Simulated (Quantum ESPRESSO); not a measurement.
Crystal: CsSnI3.

```xyz
5
Lattice="6.2057 0.0000 0.0000 0.0000 6.2057 0.0000 0.0000 0.0000 6.2057" Properties=species:S:1:pos:R:3 pbc="T T T"
Cs    0.0000    0.0000    0.0000
I     3.1029    3.1029    0.0000
I     3.1029    0.0000    3.1029
I     0.0000    3.1029    3.1029
Sn    3.1029    3.1029    3.1029
```

Base run:

```yaml
Program: Quantum ESPRESSO 7.5
Functional: LDA
Potentials_or_basis: GBRV 1.5 LDA
Cutoff: 925 eV
Density_cutoff: 7401 eV
k_mesh: 5 × 5 × 5
Occupations: fermi-dirac, width 0.05 eV
Spin: no spin polarisation
```

Its results: pressure -1.6 GPa.

Q: The run is repeated on the same cell with these changes: functional from LDA to PBEsol; potentials or basis from GBRV 1.5 LDA to GBRV 1.5 PBEsol. What comes out?

A: Pressure -0.7 GPa.

Caveats: the cell was measured hot, at 500 K.
